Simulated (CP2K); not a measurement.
Crystal: CaSe.

```
Se Ca
1.0
     4.18042    0.00000    0.00000
     2.09021    3.62035    0.00000
     2.09021    1.20678    3.41329
Se Ca
1 1
Direct
  0.50000 0.50000 0.50000
  0.00000 0.00000 0.00000
```

Base run:

| Quantity | Value |
| --- | --- |
| Program | CP2K 2026.2 |
| Functional | PBE |
| Potentials or basis | GTH_POTENTIALS Se GTH-PBE-q6, Ca GTH-PBE-q10; DZVP-MOLOPT-SR-GTH basis |
| Density cutoff | 6123 eV |
| k mesh | 8 × 8 × 8 |
| Occupations | fermi-dirac, width 0.05 eV |
| Spin | no spin polarisation |

Its results: band gap on the k mesh 2.07 eV, indirect (least direct gap 3.02 eV); pressure 1.9 GPa.

The run is repeated on the same cell with these changes: functional from PBE to HLE16. What comes out?

Band gap on the k mesh 2.62 eV, indirect (least direct gap 3.45 eV); pressure -3.5 GPa.

Caveats: the basis of atomic orbitals isn't converged, which shifts pressures, moduli and gaps; the potentials were made for a functional far from this one (some runs); the potentials were made for another functional, which shifts forces and pressure (some runs).
